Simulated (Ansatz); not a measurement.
Ir under changes of volume

One of the cells (14.627 Å³/atom); the others are scaled copies at fixed shape and fractional positions:

```
Ir
1.0
     2.75138    0.00000    0.00000
    -1.37569    2.38276    0.00000
     0.00000    0.00000    4.46229
Ir
2
Direct
  0.33333 0.66667 0.25000
  0.66667 0.33333 0.75000
```

This isn't the form of Ir at room conditions, which is fcc.

* Program: Ansatz 0.2.0
* Functional: HSE06
* Potentials or basis: Ansatz PAW
* Cutoff: 420 eV (not typed: the program's choice for these potentials)
* k mesh: 6 × 6 × 4
* Occupations: fermi-dirac, width 0.05 eV
* Spin: no spin polarisation

| volume (Å³/atom) | energy over the lowest point (meV/atom) | pressure (GPa) |
| --- | --- | --- |
| 13.749 | 6.63 | 8.2 |
| 14.042 | 0.00 | -0.6 |
| 14.335 | 8.38 | -8.3 |
| 14.627 | 30.01 | -15.1 |
| 14.920 | ? | ? |
| 15.212 | 106.81 | -26.3 |
| 15.505 | 159.31 | -30.9 |

Task: What does the run at 14.920 Å³/atom give?

Result: Energy over the lowest point 63.30 meV/atom; pressure -21.1 GPa.

Worked out: A Birch-Murnaghan fit of order 3 (a polynomial in V^(-2/3)) to the other rows has its minimum at 14.02 Å³/atom with B0 = V·E''(V) = 399 GPa and B' = 5.2 at fixed shape and positions, which overstates the stiffness. It gives 63.37 meV/atom at 14.920 Å³/atom, against the run's 63.30, and -dE/dV = -21.2 GPa, against -21.1.

Energies are extrapolated to zero smearing.

Caveats: all runs use coarse meshes; the PAW data sets come from PBE, with cores solved anew for the run's functional, which leaves a small shift of forces and pressure; the thresholds are loose for stress.
